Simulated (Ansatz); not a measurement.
# Ge: the cost of one run

Computed with Ansatz 0.2.0 (DFT PBEsol, scalar-relativistic, plane waves, PAW, unless a step's input says otherwise).

5 further runs of the same task are left out: 1 that didn't finish, 4 set aside as unsound or not needed. Runs told in other sessions of the task aren't counted.

### Step 1. Starting point

Symmetry: Ia-3, No. 206, cubic system. The conventional cell has a = 6.939 Å, b = 6.939 Å, c = 6.939 Å, α = 90.00°, β = 90.00°, γ = 90.00°. Ge (site symmetry 3) has 4 Ge at 2.45 to 2.49 Å in its first shell of neighbours.

Coordinates:

```
CELL_PARAMETERS angstrom
-3.46966 3.46966 3.46966
3.46966 -3.46966 3.46966
3.46966 3.46966 -3.46966
ATOMIC_POSITIONS crystal
Ge 0.50000 0.00000 0.79584
Ge 0.79584 0.50000 0.00000
Ge 0.00000 0.79584 0.50000
Ge 0.70416 0.70416 0.70416
Ge 0.50000 0.00000 0.20416
Ge 0.20416 0.50000 0.00000
Ge 0.00000 0.20416 0.50000
Ge 0.29584 0.29584 0.29584
```

It goes back to an entry of the Materials Project, which need not be the stable form.

This cell was relaxed beforehand with the same method: volume 20.88 Å³/atom, gap on the mesh none (metal).

### Step 2. Zero of energy

Reference values: F = -34027.0617 eV; pressure -0.02 GPa; largest force 0.003 eV/Å; gap on the mesh none (metal). It was computed beforehand with the settings of the runs below.

### Step 3. Next: rattled cells

All atoms are moved at random with no net shift, in some cells together with a random strain.

### Step 4. rms move = 0.087 Å

Contents of input.yaml:

```yaml
crystal:
  lattice:
    - [-3.8915637644, 3.4980722945, 3.7871456518]
    - [3.3385355659, -3.6175953358, 3.3536404945]
    - [3.741137381, 3.4671689524, -3.9066686931]
  atoms:
    - { symbol: Ge, position: [0.5067911848, -0.001998969, 0.7949975337] }
    - { symbol: Ge, position: [0.7955651602, 0.4968205349, 0.0080840099] }
    - { symbol: Ge, position: [0.0056484869, 0.8058354758, 0.501398692] }
    - { symbol: Ge, position: [0.6887614994, 0.6898616398, 0.6936929999] }
    - { symbol: Ge, position: [0.4869346346, -0.0276487915, 0.1993337581] }
    - { symbol: Ge, position: [0.2145021921, 0.5195174843, -0.002353136] }
    - { symbol: Ge, position: [0.0104468947, 0.2230125844, 0.5097187683] }
    - { symbol: Ge, position: [0.2913499473, 0.2946000413, 0.295127374] }
basis:
  ecutwfc: 420
kpoints:
  mp_grid: { grid: [8, 8, 8] }
hamiltonian:
  xc: pbesol
scf:
  occupations: { method: gaussian, width: 0.15 }
output:
  forces: true
  stress: true
  eigenvalues: true
```

Run with:

```sh
> ansatz run input.yaml --threads 2 --pin off --max-ram 5120MiB --backend cpu --events-out ev --progress --plain --runs-dir out
```

Q: Estimate wall time and peak memory on 2 threads of Arm Neoverse V2, shared host.

About 2.3 min, with a peak of 2 GiB.
